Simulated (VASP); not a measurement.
# Pd (P6_3/mmc) in VASP: notebook

Runs on Pd. Level: PBE. Tasks: single point.

All numbers are computed with VASP 6.6.1; they aren't measurements. Logs are shortened: lines on timing, memory, paths and dates and some standing lists are left out, and cuts for length are marked.

## (1) Starting point

The structure is hexagonal, space group P6_3/mmc (No. 194). Conventional cell: a = 2.784 Å, b = 2.784 Å, c = 4.629 Å, α = 90.00°, β = 90.00°, γ = 120.00°. Around Pd (site symmetry -6m2) lie 12 Pd at 2.78 to 2.82 Å.

This isn't the form of Pd at room conditions, which is fcc.

## (2) Single point, PBE

INCAR

```
SYSTEM = Pd
PREC = Accurate ; ENCUT = 400
EDIFF = 1E-6 ; ISMEAR = -1
SIGMA = 0.2 ; LREAL = .FALSE.
LASPH = .TRUE. ; NELM = 100
ALGO = Normal ; ISIF = 2
LWAVE = .FALSE. ; LCHARG = .FALSE.
GGA = PE ; ADDGRID = .FALSE.
```

KPOINTS

```
Automatic mesh
0
G
  23 23 12
  0 0 0
```

POSCAR

```
Pd
1.0
    2.7836650458      0.0000000000      0.0000000000
   -1.3918325229      2.4107246453      0.0000000000
    0.0000000000      0.0000000000      4.6288930000
Pd
2
Direct
    0.3690330000      0.6707680000      0.2457130000
    0.7034100000      0.3270270000      0.7475630000
```

Potentials or basis: VASP PAW PBE potentials, release 64 (Pd).

The run is started by

```
> cat potpaw_PBE.64/Pd/POTCAR > POTCAR
> mpirun -np 1 vasp_std > vasp.out
```

OUTCAR:

```text
SYSTEM = Pd
   PREC = Accurate
   ENCUT = 400
   EDIFF = 1E-6
   ISMEAR = -1
   LREAL = .FALSE.
   LASPH = .TRUE.
   NELM = 100
   ISIF = 2
   GGA = PE

 Found   3175 irreducible k-points:

 Following reciprocal coordinates:
            Coordinates               Weight
  0.000000  0.000000  0.000000      1.000000
  0.043478  0.000000  0.000000      2.000000
  0.000000  0.043478  0.000000      2.000000
 -0.043478  0.043478  0.000000      2.000000
  0.086957  0.000000  0.000000      2.000000
  0.000000  0.086957  0.000000      2.000000
   k-points           NKPTS =   3175   k-points in BZ     NKDIM =   3175   number of bands    NBANDS=     14
   number of dos      NEDOS =    301   number of ions     NIONS =      2
   total plane-waves  NPLWV =   9720
   dimension x,y,z NGX =    18 NGY =   18 NGZ =   30
   dimension x,y,z NGXF=    36 NGYF=   36 NGZF=   60
   ions per type =               2
   NGX,Y,Z   is equivalent  to a cutoff of  10.75, 10.75, 10.77 a.u.
   NGXF,Y,Z  is equivalent  to a cutoff of  21.50, 21.50, 21.55 a.u.
 SYSTEM =  Pd
   PREC   = accura    normal or accurate (medium, high low for compatibility)
   ISTART =      0    job   : 0-new  1-cont  2-samecut
   ICHARG =      2    charge: 1-file 2-atom 10-const
   ISPIN  =      1    spin polarized calculation?
   LNONCOLLINEAR =      F non collinear calculations
   LSORBIT =      F    spin-orbit coupling
   LASPH  =      T    aspherical Exc in radial PAW
   ENCUT  =  400.0 eV  29.40 Ry    5.42 a.u.   4.54  4.54  7.55*2*pi/ulx,y,z
   NELM   =    100;   NELMIN=  2; NELMDL= -5     # of ELM steps
   EDIFF  = 0.1E-05   stopping-criterion for ELM
   LREAL  =      F    real-space projection
   EDIFFG = 0.1E-04   stopping-criterion for IOM
   NSW    =      0    number of steps for IOM
   IBRION =     -1    ionic relax: 0-MD 1-quasi-New 2-CG
   NFREE  =      0    steps in history (QN), initial steepest desc. (CG)
   ISIF   =      2    stress and relaxation
   ISYM   =      2    0-nonsym 1-usesym 2-fastsym
   POTIM  = 0.5000    time-step for ionic-motion
   TEBEG  =    0.0;   TEEND  =   0.0 temperature during run
   PSTRESS=    0.0 pullay stress
   NELECT =      20.0000    total number of electrons
   NUPDOWN=      -1.0000    fix difference up-down
   EMIN   =  10.00;   EMAX   =-10.00  energy-range for DOS
   EFERMI =   0.00;   METHOD = LEGACY
   ISMEAR =    -1;   SIGMA  =   0.20  broadening in eV -4-tet -1-fermi 0-gaus
   EFERMI_NEDOS =   21; number of points for ismear=-14 and -15
   IALGO  =     38    algorithm
   IMIX   =      4    mixing-type and parameters
     AMIX     =   0.40;   BMIX     =  1.00
     AMIX_MAG =   1.60;   BMIX_MAG =  1.00
  volume/ion in A,a.u.               =      15.53       104.81
  Fermi-wavevector in a.u.,A,eV,Ry     =   1.413636  2.671385 27.189429  1.998367
  Thomas-Fermi vector in A             =   2.535261
   LORBIT       =      0    0 simple, 1 ext, 2 COOP (PROOUT), +10 PAW based schemes
   GGA     = PE    functional components
   LHFCALC =     F    Hartree Fock is set to
   AEXX    =    0.0000 exact exchange contribution
   IVDW    =     0    specifies the selected vdW correction
   LEPSILON=     F    determine dielectric tensor
   LRPA    =     F    only Hartree local field effects (RPA)
 non-spin polarized calculation
  energy-cutoff  :      400.00
  volume of cell :       31.06
 maximum number of plane-waves:       582
   NGX =  9   NGY =  9   NGZ = 15

 number of electron      20.0000000 magnetization

 Free energy of the ion-electron system (eV)
  ---------------------------------------------------
  ext. energy  EPLUGINS =         0.00000000
  ---------------------------------------------------
  free energy    TOTEN  =       -10.62482621 eV

  energy without entropy =      -10.21395228  energy(sigma->0) =      -10.41938925

 E-fermi :   9.0451     XC(G=0): -12.8642

 val. band max:        9.0450108732   @ k =   0.0000   0.4783   0.5000
 cond. band min:       9.0455743113   @ k =  -0.1739  -0.3043  -0.2500
 fundamental gap:      0.0005634381
 Fermi energy:         9.0451151811

 k-point     1 :       0.0000    0.0000    0.0000
  band No.  band energies     occupation
      1       2.1888      2.00000
      2       4.0197      2.00000
      3       6.2208      2.00000
      4       6.4139      2.00000
      5       6.4349      2.00000
      6       6.7387      1.99998
      7       6.7653      1.99998
      8       7.3254      1.99963
      9       7.4264      1.99939
     10       8.6560      1.74996
     11       8.7509      1.62648
     12       9.9139      0.02564
     13      15.5892      0.00000
     14      26.0145      0.00000

 k-point     2 :       0.0435    0.0000    0.0000
  band No.  band energies     occupation
      1       2.2484      2.00000
      2       4.0624      2.00000
      3       6.1838      2.00000
      4       6.4488      2.00000
      5       6.4696      1.99999
      6       6.7296      1.99998
      7       6.7909      1.99997
      8       7.2922      1.99969
      9       7.3943      1.99948
     10       8.4061      1.92131
     11       8.7159      1.67670
     12      10.2810      0.00413
     13      15.5914      0.00000
     14      26.0313      0.00000

 k-point     3 :       0.0000    0.0435    0.0000
  band No.  band energies     occupation
      1       2.2485      2.00000
      2       4.0627      2.00000
      3       6.1814      2.00000
      4       6.4462      2.00000
      5       6.4728      1.99999
      6       6.7443      1.99998
      7       6.7777      1.99998
      8       7.2873      1.99970
      9       7.3990      1.99947
     10       8.4364      1.90900
     11       8.6795      1.72311
     12      10.2874      0.00401
     13      15.5913      0.00000
     14      26.0258      0.00000

 k-point     4 :      -0.0435    0.0435    0.0000
  band No.  band energies     occupation
      1       2.2483      2.00000
      2       4.0619      2.00000
      3       6.1868      2.00000
      4       6.4527      2.00000
      5       6.4648      2.00000
      6       6.7190      1.99998
      7       6.7999      1.99997
      8       7.3014      1.99967
      9       7.3848      1.99950
     10       8.3743      1.93247
     11       8.7567      1.61758
     12      10.2721      0.00432
     13      15.5915      0.00000
     14      26.0383      0.00000

 k-point     5 :       0.0870    0.0000    0.0000
  band No.  band energies     occupation
      1       2.4244      2.00000
      2       4.1843      2.00000
      3       6.0902      2.00000
      4       6.5246      1.99999
      5       6.5805      1.99999
      6       6.6874      1.99998
      7       6.8947      1.99996
      8       7.1683      1.99983
      9       7.3041      1.99967
     10       7.9395      1.99208
     11       8.7410      1.64118
     12      10.9884      0.00012
     13      15.5995      0.00000
     14      25.9703      0.00000

 k-point     6 :       0.0000    0.0870    0.0000
  band No.  band energies     occupation
      1       2.4246      2.00000
      2       4.1857      2.00000
      3       6.0843      2.00000
      4       6.5141      1.99999
      5       6.5868      1.99999
      6       6.7078      1.99998
      7       6.8830      1.99996
      8       7.1543      1.99984
      9       7.3222      1.99964
     10       7.9552      1.99144
     11       8.7105      1.68394
     12      10.9998      0.00011
     13      15.5993      0.00000
     14      25.9473      0.00000

 [... further k-points ...]
[... 5 lines left out ...]
  --------------------------------------------------------------------------------------
  -------------------------------------------------------------------------------------
  Total       -0.1683756     -0.0836433     -0.3543721      0.0286165     -0.0025724      0.0015585
  in kB       -8.6845656     -4.3141957    -18.2779884      1.4759989     -0.1326801      0.0803832
  external PRESSURE =     -10.4255832 kB  Pullay stress =       0.0000000 kB

 VOLUME and BASIS-vectors are now :
 -----------------------------------------------------------------------------
  energy-cutoff  :      400.00
  volume of cell :       31.06
      direct lattice vectors                 reciprocal lattice vectors
     2.783665046  0.000000000  0.000000000     0.359238624  0.207406516  0.000000000
    -1.391832523  2.410724645  0.000000000     0.000000000  0.414813032  0.000000000
     0.000000000  0.000000000  4.628893000     0.000000000  0.000000000  0.216034374

 POSITION                                       TOTAL-FORCE (eV/Angst)
 -----------------------------------------------------------------------------------
      0.09367      1.61704      1.13738         0.020862     -0.033149      0.065875
      1.50289      0.78837      3.46039        -0.020862      0.033149     -0.065875
 -----------------------------------------------------------------------------------
    total drift:                               -0.000018     -0.000004      0.000093

  FREE ENERGIE OF THE ION-ELECTRON SYSTEM (eV)
  ---------------------------------------------------
  free  energy   TOTEN  =       -10.6248262147 eV

  energy  without entropy=      -10.2139522756  energy(sigma->0) =      -10.41938925
```

Run time: 4.9 min. Hardware: 1 thread of AMD EPYC 9R45 (Zen 5), shared host; peak memory 0.82 GiB.

The run converged, but some of its settings lie outside the range that counts as converged, so its numbers aren't taken as properties of the crystal.

What came out:

| Quantity | Value |
| --- | --- |
| Free energy | -10.6248 eV |
| Pressure | -1.0 GPa |
| Largest force | 0.077 eV/Å |
| Band gap on the k mesh | none (metal or under the smearing width) |

## (3) Single point, PBE

INCAR: that of step 2 with these lines changed.

```diff
@@ -1,3 +1,3 @@
 SYSTEM = Pd
-PREC = Accurate ; ENCUT = 400
+PREC = Accurate ; ENCUT = 600
 EDIFF = 1E-6 ; ISMEAR = -1
```

KPOINTS

```
Automatic mesh
0
G
  20 20 11
  0 0 0
```

POSCAR

```
Pd
1.0
    2.7836650458      0.0000000000      0.0000000000
   -1.3918325229      2.4107246453      0.0000000000
    0.0000000000      0.0000000000      4.6288930000
Pd
2
Direct
    0.3333333333      0.6666666667      0.2500000000
    0.6666666667      0.3333333333      0.7500000000
```

Potentials or basis: VASP PAW PBE potentials, release 64 (Pd).

The run is started by

```
> cat potpaw_PBE.64/Pd/POTCAR > POTCAR
> mpirun -np 1 vasp_std > vasp.out
```

OUTCAR:

```text
SYSTEM = Pd
   PREC = Accurate
   ENCUT = 600
   EDIFF = 1E-6
   ISMEAR = -1
   LREAL = .FALSE.
   LASPH = .TRUE.
   NELM = 100
   ISIF = 2
   GGA = PE

 Found    264 irreducible k-points:

 Following reciprocal coordinates:
            Coordinates               Weight
  0.000000  0.000000  0.000000      1.000000
  0.050000  0.000000  0.000000      6.000000
  0.100000  0.000000  0.000000      6.000000
  0.150000  0.000000  0.000000      6.000000
  0.200000  0.000000  0.000000      6.000000
  0.250000  0.000000  0.000000      6.000000
   k-points           NKPTS =    264   k-points in BZ     NKDIM =    264   number of bands    NBANDS=     14
[... 171 lines left out ...]
     12      14.2699      0.00000
     13      15.8169      0.00000
     14      21.4289      0.00000

 [... further k-points ...]
[... 5 lines left out ...]
  --------------------------------------------------------------------------------------
  -------------------------------------------------------------------------------------
  Total       -0.0618275     -0.0618275     -0.2969690      0.0000000     -0.0000000      0.0000000
  in kB       -3.1889713     -3.1889713    -15.3172191      0.0000000     -0.0000000      0.0000000
  external PRESSURE =      -7.2317206 kB  Pullay stress =       0.0000000 kB

 VOLUME and BASIS-vectors are now :
 -----------------------------------------------------------------------------
  energy-cutoff  :      600.00
  volume of cell :       31.06
      direct lattice vectors                 reciprocal lattice vectors
     2.783665046  0.000000000  0.000000000     0.359238624  0.207406516  0.000000000
    -1.391832523  2.410724645  0.000000000     0.000000000  0.414813032  0.000000000
     0.000000000  0.000000000  4.628893000     0.000000000  0.000000000  0.216034374

 POSITION                                       TOTAL-FORCE (eV/Angst)
 -----------------------------------------------------------------------------------
     -0.00000      1.60715      1.15722         0.000000      0.000000      0.000000
      1.39183      0.80357      3.47167        -0.000000     -0.000000      0.000000
 -----------------------------------------------------------------------------------
    total drift:                               -0.000000      0.000000     -0.000000

  FREE ENERGIE OF THE ION-ELECTRON SYSTEM (eV)
  ---------------------------------------------------
  free  energy   TOTEN  =       -10.6264771648 eV

  energy  without entropy=      -10.2159203753  energy(sigma->0) =      -10.42119877
```

stdout:

```text
POSCAR found type information on POSCAR Pd
 POSCAR found :  1 types and       2 ions
 scaLAPACK will be used
 LDA part: xc-table for (Slater+PW92), standard interpolation
 POSCAR, INCAR and KPOINTS ok, starting setup
 FFT: planning ... GRIDC
 FFT: planning ... GRID_SOFT
 FFT: planning ... GRID
 WAVECAR not read
 entering main loop
```

It took 55 s on 1 thread of AMD EPYC 9R45 (Zen 5), shared host; peak memory 0.23 GiB.

The run converged, but some of its settings lie outside the range that counts as converged, so its numbers aren't taken as properties of the crystal.

Results:

- Free energy: -10.6265 eV
- Pressure: -0.7 GPa
- Band gap on the k mesh: none (metal or under the smearing width)

## (4) For comparison

An earlier run on the cell as given: functional PBEsol; potentials or basis VASP PAW PBE potentials, release 64 (Pd); cutoff 520 eV; k mesh 11 × 11 × 6; occupations fermi-dirac, width 0.05 eV; no spin polarisation.

- Pressure: -10.6 GPa
- Band gap on the k mesh: none (metal or under the smearing width)
